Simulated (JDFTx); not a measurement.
# CdTe: equation of state with PBEsol

**The experiment to reproduce.**

From “Multiscale insight into the Cd1-xZnxTe vibrational-mechanical properties -- High-pressure experiments and ab initio calculations”, 2023, arxiv:2306.14539, for a powder of CdTe: bulk modulus 42 ± 2 GPa.

CdTe:

```
Te Cd
1.0
     0.00000    3.20500    3.20500
     3.20500    0.00000    3.20500
     3.20500    3.20500    0.00000
Te Cd
1 1
Direct
  0.75000 0.75000 0.75000
  0.00000 0.00000 0.00000
```

```yaml
Program: JDFTx 1.7.0 (patched build)
Task: equation of state
Functional: PBEsol
Potentials_or_basis: PseudoDojo-SR-PBEsol-0.4.1-standard with smoothed tails
Cutoff: 1388 eV
Density_cutoff: 11102 eV
k_mesh: 7 × 7 × 7
Occupations: fermi-dirac, width 0.05 eV
Spin: no spin polarisation
Local_potential_set_to_-Z/r_beyond: 6 bohr
Bands: 25
Density_cutoff_over_wavefunction_cutoff: 8
Max_SCF_steps: 100
SCF_threshold_on_the_energy: 1e-09 Ha
Solver_of_the_electrons: scf
```

* Equilibrium volume: 34.23 Å³/atom
* Bulk modulus: 41 GPa
* Pressure derivative of the bulk modulus: 4.8

Energy against volume, from the lowest point:
```
volume (Å³/atom)  energy (meV/atom)
          30.947              49.29
          31.605              30.23
          32.263              16.29
          32.922               6.92
          33.580               1.64
          34.239               0.00
          34.897               1.63
```

Against the measured bulk modulus of CdTe, 42 GPa (powder; quoted in “Multiscale insight into the Cd1-xZnxTe vibrational-mechanical properties -- High-pressure experiments and ab initio calculations”, 2023, arxiv:2306.14539), the calculated 41 GPa is off by -1.6 %. The fit is for a static lattice scaled at fixed shape and fixed fractional positions.

Spin-orbit coupling is left out, which matters for the levels of Te.
